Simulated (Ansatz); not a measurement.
**ZrO2: one input, then a changed one**

The geometry is COD entry 9009051, unchecked; take it as a test cell. It differs from other determinations.

First run: DFT, PBE, PAW with Ansatz's default frozen-core files, scalar-relativistic (Ansatz 0.2.0).

Command: `ansatz run input.yaml --threads 1 --pin off --max-ram 3072MiB --backend cpu --events-out ev --progress --plain --runs-dir out` The run took 13 s on 1 thread of Arm Neoverse V2, with other jobs on the host.

```yaml
crystal:
  lattice:
    - [0.0, 2.535, 2.535]
    - [2.535, 0.0, 2.535]
    - [2.535, 2.535, 0.0]
  atoms:
    - { symbol: Zr, position: [0.0, 0.0, 0.0] }
    - { symbol: O, position: [0.25, 0.25, 0.25] }
    - { symbol: O, position: [0.75, 0.75, 0.75] }
kpoints:
  mp_grid: { grid: [9, 9, 9] }
  band_path:
    path:
      - [0.0, 0.0, 0.0]
      - [0.5, 0.0, 0.5]
      - [0.625, 0.25, 0.625]
      - [0.375, 0.375, 0.75]
      - [0.0, 0.0, 0.0]
      - [0.5, 0.5, 0.5]
      - [0.5, 0.25, 0.75]
      - [0.5, 0.0, 0.5]
    npoints: 14
scf:
  occupations: { method: fermi_dirac, width: 0.03 }
hamiltonian:
  xc: pbe
  pseudopotentials: { kind: paw }
output:
  forces: true
  stress: true
  eigenvalues: true
  efg: { contact_densities: true }
  populations: true
  bader: true
  dos: { projected: true, de: 0.2, e_range: [-14, 8] }
  write_density: true
  write_potential: true
  elf: true
  volumetric_format: npy
```

Result: converged; pressure 6.76 GPa; gap on the k mesh 3.44 eV (the mesh can miss the band edges); 6 SCF iterations.

The input is then changed:

```diff
@@ -9,5 +9,5 @@
     - { symbol: O, position: [0.75, 0.75, 0.75] }
 kpoints:
-  mp_grid: { grid: [9, 9, 9] }
+  mp_grid: { grid: [9, 9, 9], shift: [0.5, 0.5, 0.5] }
   band_path:
     path:
@@ -24,5 +24,5 @@
   occupations: { method: fermi_dirac, width: 0.03 }
 hamiltonian:
-  xc: pbe
+  xc: revpbe
   pseudopotentials: { kind: paw }
 output:
@@ -32,6 +32,4 @@
   efg: { contact_densities: true }
   populations: true
-  bader: true
-  dos: { projected: true, de: 0.2, e_range: [-14, 8] }
   write_density: true
   write_potential: true
```

What does the second run give?

It converged; pressure 10.20 GPa; gap on the k mesh 3.57 eV (the mesh can miss the band edges); 6 SCF iterations.
